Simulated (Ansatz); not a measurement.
Input of an Ansatz 0.2.0 run:

Contents of input.yaml:

```yaml
crystal:
  lattice: { a: 4.19400279, b: 4.19400279, c: 4.19400279, alpha: 90.0, beta: 90.0, gamma: 90.0 }
  space_group: 225
  reduce_to_primitive: true
  atoms:
    - { symbol: Mg, wyckoff: "4a", position: [0.0, 0.0, 0.0] }
    - { symbol: O, wyckoff: "4b", position: [0.5, 0.0, 0.0] }
hamiltonian:
  xc: { exchange: b88, correlation: pbe }
  pseudopotentials: { kind: paw }
  dispersion: d3bj
kpoints:
  mp_grid: { grid: [11, 11, 11] }
scf:
  occupations: { method: fixed }
output:
  forces: true
  stress: true
  eigenvalues: true
  efg: {}
```

Potentials or basis: Ansatz PAW.

Launch:

```sh
$ ansatz run input.yaml --threads 1 --pin off --max-ram 2560MiB --backend cpu --events-out ev --progress --plain --runs-dir out
```

**Question.** Predict the pressure.

**Answer.** -4.2 GPa.

**Question.** What does it give for the band gap on the k mesh?

**Answer.** 4.92 eV, direct.

Caveat: odd divisions of the mesh miss points on the zone boundary, where band edges often lie, so the gap on the mesh can be too wide; the pressure holds a Pulay correction of +0.6 GPa for the finite cutoff; the PAW data sets come from PBE, with cores solved anew for the run's functional, which leaves a small shift of forces and pressure; the dispersion damping was fitted for another functional or another form of the correction.

**Experimental background.**

From “Electronic structure of alkaline earth and post-transition metal oxides”, 2009, arxiv:0908.1581, for a bulk crystal of MgO: band gap 7.83 eV.

A measured gap of MgO is 7.83 eV (quoted in “Electronic structure of alkaline earth and post-transition metal oxides”, 2009, arxiv:0908.1581); the calculated 4.92 eV misses it by -2.91 eV. The value is that of BPBE+D3(BJ), without temperature or zero-point motion. The cell is a database's relaxed one, not the measured one, which moves gaps too.
